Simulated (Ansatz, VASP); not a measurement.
# SiGe in VASP and in Ansatz

INCAR

```
SYSTEM = SiGe
PREC = Accurate
ENCUT = 520
EDIFF = 1E-7
ISMEAR = -1
SIGMA = 0.05
LREAL = .False.
LASPH = .True.
NELM = 100
ALGO = Normal
ISIF = 2
LWAVE = .False.
LCHARG = .False.
GGA = PS
NBANDS = 26
```

File KPOINTS:

```
regular mesh
0
Gamma
  8 8 4
  0 0 0
```

File POSCAR:

```
SiGe
1.0
    3.9303093455      0.0000000000      0.0000000000
   -1.9651546728      3.4037477379      0.0000000000
    0.0000000000      0.0000000000      6.4935046622
Ge Si
2 2
Direct
    0.3333333333      0.6666666667      0.0003920000
    0.6666666667      0.3333333333      0.5003920000
    0.3333333333      0.6666666667      0.3746070000
    0.6666666667      0.3333333333      0.8746070000
```

input.yaml

```yaml
crystal:
  lattice:
    - [3.9303093455, 0.0, 0.0]
    - [-1.9651546728, 3.4037477379, 0.0]
    - [0.0, 0.0, 6.4935046622]
  atoms:
    - { symbol: Ge, position: [0.3333333333, 0.6666666667, 0.000392] }
    - { symbol: Ge, position: [0.6666666667, 0.3333333333, 0.500392] }
    - { symbol: Si, position: [0.3333333333, 0.6666666667, 0.374607] }
    - { symbol: Si, position: [0.6666666667, 0.3333333333, 0.874607] }
hamiltonian:
  xc: pbesol
  pseudopotentials: { kind: paw }
kpoints:
  mp_grid: { grid: [8, 8, 4] }
scf:
  occupations: { method: fermi_dirac, width: 0.05 }
output:
  forces: true
  stress: true
  eigenvalues: true
```

Change from the starting cell: volume scaled by 1.02.

Alike in both runs: task single point; functional PBEsol; k mesh 8 × 8 × 4; occupations fermi-dirac, width 0.05 eV; no spin polarisation.

```csv
,VASP,Ansatz
version,VASP 6.6.1,Ansatz 0.2.0
potentials or method,"VASP PAW PBE potentials, release 64 (Ge_d, Si)",Ansatz PAW
plane-wave cutoff (eV),520,420
valence electrons in the cell,36,36
```

Ansatz gave:

* gap on the k mesh at the Fermi level (eV): 0.34
* least direct gap on the mesh (eV): 0.34
* pressure (GPa): -1.8
* largest component of the traceless stress (GPa): 0.12

Question: What did VASP give for the same quantities?

Answer: gap on the k mesh at the Fermi level (eV): 0.35; least direct gap on the mesh (eV): 0.35; pressure (GPa): -1.8; largest component of the traceless stress (GPa): 0.12.

Caveats: the PAW data sets were made with another functional, which shifts forces and pressure a little (VASP); the PAW data sets come from PBE, with cores solved anew for the run's functional, which leaves a small shift of forces and pressure (Ansatz). A k mesh can miss the band edges.
